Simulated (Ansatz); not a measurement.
A (001) slab of Ti (P6/mmm (No. 191)), 8 planes, outer planes Ti (top) and Ti (bottom), with 12 atoms (Ti12) in a surface cell of A = 17.656 Å², as cut from the bulk:

```xyz
12
Lattice="4.5153 0.0000 0.0000 -2.2576 3.9104 0.0000 0.0000 0.0000 24.7958" Properties=species:S:1:pos:R:3 pbc="T T T"
Ti    0.0000    2.6069    7.5000
Ti    2.2576    1.3035    7.5000
Ti    0.0000    0.0000    8.8994
Ti    0.0000    2.6069   10.2988
Ti    2.2576    1.3035   10.2988
Ti    0.0000    0.0000   11.6982
Ti    0.0000    2.6069   13.0976
Ti    2.2576    1.3035   13.0976
Ti    0.0000    0.0000   14.4970
Ti    0.0000    2.6069   15.8964
Ti    2.2576    1.3035   15.8964
Ti    0.0000    0.0000   17.2958
```

Computed with DFT PBEsol, scalar-relativistic, plane waves, PAW (Ansatz). Cutoff 420 eV; k points 9×9×1 on the computed 12-atom cell (Γ-centred); Gaussian smearing, width 0.10 eV; no spin polarisation. A dipole correction removes the field between periodic images along c.

Against the same 12 atoms in the bulk, the slab as cut lies 5.485 eV higher and the relaxed slab 5.230 eV higher.

Task: Work out the surface energy before and after relaxation.

Result: The slab has two faces, so γ = (E_slab − N·E_bulk)/(2A), the mean of both. As cut: 5.485/(2 × 17.656) = 0.1553 eV/Å², and 1 eV/Å² = 16.02 J/m², so γ = 2.49 J/m². Relaxed: 5.230/(2 × 17.656) = 0.1481 eV/Å² = 2.37 J/m². Relaxation recovers 5 % of the cost of cutting.

Task: What is the ideal work of this cut, per area?

Result: Griffith's ideal work is 2γ: 4.98 J/m² if the new faces stay rigid, 4.75 J/m² if they relax. One thickness was run, 8 planes, so γ can still shift with it.

The reference crystal is a form of Ti, which isn't its usual structure.